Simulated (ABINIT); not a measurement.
Wanted: an ASE script for an ABINIT 10.8.3 (patched build) run.

```yaml
Task: single point
Functional: PBE
Potentials_or_basis: JTH PAW PBE v2.0
Cutoff: 435 eV
k_mesh: 9 × 7 × 6
Occupations: fermi-dirac, width 0.05 eV
Spin: no spin polarisation
Fine-grid_cutoff: 870.764 eV
```

The structure of Sb lies in Sb.cif:

```cif
data_Sb
_cell_length_a 3.03904647
_cell_length_b 3.65463412
_cell_length_c 4.79873756
_cell_angle_alpha 97.50271917
_cell_angle_beta 94.72437754
_cell_angle_gamma 94.38170496
_space_group_name_H-M_alt 'P1'
_space_group_name_Hall 'P 1'
_space_group_IT_number 1
loop_
_space_group_symop_operation_xyz
'x,y,z'
loop_
_atom_site_label
_atom_site_type_symbol
_atom_site_symmetry_multiplicity
_atom_site_Wyckoff_symbol
_atom_site_fract_x
_atom_site_fract_y
_atom_site_fract_z
_atom_site_occupancy
Sb1 Sb 1 a 0.5027706000 0.5031715800 0.5014545600 1
Sb2 Sb 1 a 0.9972294000 0.9968284200 0.9985454400 1
```

This isn't the form of Sb at room conditions, which is rhombohedral.

These files were run (other wordings do the same):

run.py

```python
import json, os
import numpy as np
from ase.units import GPa
from ase.calculators.abinit import Abinit, AbinitProfile
from ase.io import read

atoms = read('Sb.cif')

profile = AbinitProfile(command='abinit', pp_paths=[os.path.abspath('pseudos')])
params = dict(
    pps='pawxml', xc='PBE',
    chksymtnons=0,
    tolsym=1e-06,
    ecut=435.3822,
    pawecutdg=870.7644,
    pawxcdev=0,
    kptopt=1,
    ngkpt=[9, 7, 6],
    nshiftk=1,
    shiftk=[0.0, 0.0, 0.0],
    ixc=11,
    nband=19,
    occopt=3,
    tsmear=0.05,
    nstep=100,
    tolvrs=1e-09,
    prtwf=0,
    prtden=0,
)

atoms.calc = Abinit(profile=profile, directory='run', **params)
energy = atoms.get_potential_energy()
forces = atoms.get_forces()
stress = atoms.get_stress()
print(f'energy {energy:.6f} eV')
print('forces (eV/A)')
print(np.round(forces, 5))
print('stress (GPa, Voigt, tension positive)', np.round(stress / GPa, 4))
json.dump(dict(energy=energy, forces=forces.tolist(), stress=stress.tolist(), cell=atoms.cell.tolist(), frac=atoms.get_scaled_positions(wrap=False).tolist()), open('results.json', 'w'))
```

Potentials or basis: JTH PAW PBE v2.0.

Command:

```bash
$ python run.py
```

Results of the run:

```
Pressure                                              : 5.9 GPa
Largest force                                         : 0.054 eV/Å
Band gap on the k mesh                                : none (metal or under the smearing width)
Valence electrons inside the program's atomic spheres : Sb 12.40 (radii [1.2705] Å)
```

Run time: 82 s on 1 thread of Arm Neoverse V2, on a shared host, peak memory 0.21 GiB.
